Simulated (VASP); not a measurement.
GaN, 4 atoms in the cell. It takes space group P6_3mc (No. 186, hexagonal). The conventional cell has a = 3.180 Å, b = 3.180 Å, c = 5.166 Å, α = 90.00°, β = 90.00°, γ = 120.00°. Ga (site symmetry 3m) is surrounded by 4 N at 1.94 to 1.95 Å. Around N (site symmetry 3m) lie 4 Ga at 1.94 to 1.95 Å. 

```yaml
Program: VASP 6.6.1
Task: electric field gradients
Functional: PBEsol
Potentials_or_basis: VASP PAW PBE potentials, release 64 (Ga_d, N)
Cutoff: 700 eV
k_mesh: 8 × 8 × 5
Occupations: fermi-dirac, width 0.02 eV
Spin: no spin polarisation
Further_INCAR_settings: ALGO = Fast; EDIFF = 1e-07
```

Potentials or basis: VASP PAW PBE potentials, release 64 (Ga_d, N).

Run with:

```console
$ cat potpaw_PBE.64/Ga_d/POTCAR potpaw_PBE.64/N/POTCAR > POTCAR
$ mpirun -np 1 vasp_std > vasp.out
```

Hardware: 1 thread of Intel(R) Xeon(R) 6975P-C (Granite Rapids) (shared host).

Q: Estimate the wall time of this run.

A: It took 30 s on 1 thread of Intel(R) Xeon(R) 6975P-C (Granite Rapids), with other jobs on the host, peak memory 0.2 GiB. Counts: scf iterations 19, k points 30.
